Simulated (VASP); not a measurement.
Crystal: Os.

```xyz
2
Lattice="2.7341 0.0000 0.0000 -1.3671 2.3678 0.0000 0.0000 0.0000 4.3197" Properties=species:S:1:pos:R:3 pbc="T T T"
Os    1.3671    0.7893    3.2398
Os    0.0000    1.5785    1.0799
```

* Program: VASP 6.6.1
* Task: relaxation of cell and atoms
* Functional: PBE
* Potentials or basis: VASP PAW PBE potentials, release 64 (Os_sv_GW)
* Cutoff: 680 eV
* k mesh: 11 × 11 × 6
* Occupations: fermi-dirac, width 0.05 eV
* Spin: no spin polarisation

At the start: pressure 8.9 GPa; volume 13.98 Å³/atom.

Task: Where does the relaxation end?

Result: Over 5 steps the energy falls by 8.0 meV/atom and the volume is 14.27 Å³/atom (+2.1 %); space group P6_3/mmc (No. 194, to 0.05 Å).

The path:
```csv
step,energy change (eV),largest force (eV/Å),pressure (GPa),volume (Å³)
1,0.0000,0.0000,8.86,27.96
2,0.2444,0.0000,-28.82,31.21
3,-0.0160,0.0000,-0.31,28.58
4,-0.0161,0.0000,-0.07,28.56
5,-0.0161,0.0000,0.11,28.55
```

Final structure:
```cif
data_structure
_symmetry_space_group_name_H-M 'P 1'
_symmetry_Int_Tables_number 1
_cell_length_a 2.7527
_cell_length_b 2.7527
_cell_length_c 4.3506
_cell_angle_alpha 90.000
_cell_angle_beta 90.000
_cell_angle_gamma 120.000
_cell_volume 28.55
loop_
_atom_site_label
_atom_site_type_symbol
_atom_site_fract_x
_atom_site_fract_y
_atom_site_fract_z
_atom_site_occupancy
Os1 Os 0.66667 0.33333 0.75000 1
Os2 Os 0.33333 0.66667 0.25000 1
```
